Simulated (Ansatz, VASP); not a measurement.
## One calculation of GaN, two programs

```xyz
2
Lattice="0.0000 2.2489 2.2489 2.2489 0.0000 2.2489 2.2489 2.2489 0.0000" Properties=species:S:1:pos:R:3 pbc="T T T"
Ga    0.0000    0.0000    0.0000
N     3.3734    3.3734    3.3734
```

Alike in both runs: functional PBEsol; k mesh 8 × 8 × 8; no spin polarisation.

Ansatz relaxed the structure, and its values are those at the end. VASP's run is a single point on that final structure, the one shown.

|  | VASP | Ansatz |
| --- | --- | --- |
| version | VASP 6.6.1 | Ansatz 0.2.0 |
| potentials or method | VASP PAW PBE potentials, release 64 (Ga_d, N) | plane waves, PAW |
| plane-wave cutoff (eV) | 520 | 470 |
| occupations | gaussian, width 0.01 eV | fixed |
| valence electrons in the cell | 18 | 18 |

Ansatz gave:

* pressure (GPa): 0.0

Which values does VASP return?

Pressure (GPa): -0.2.

Caveats: the PAW data sets were made with another functional, which shifts forces and pressure a little (VASP). PBEsol gaps usually lie below the measured ones, often by a third to a half.
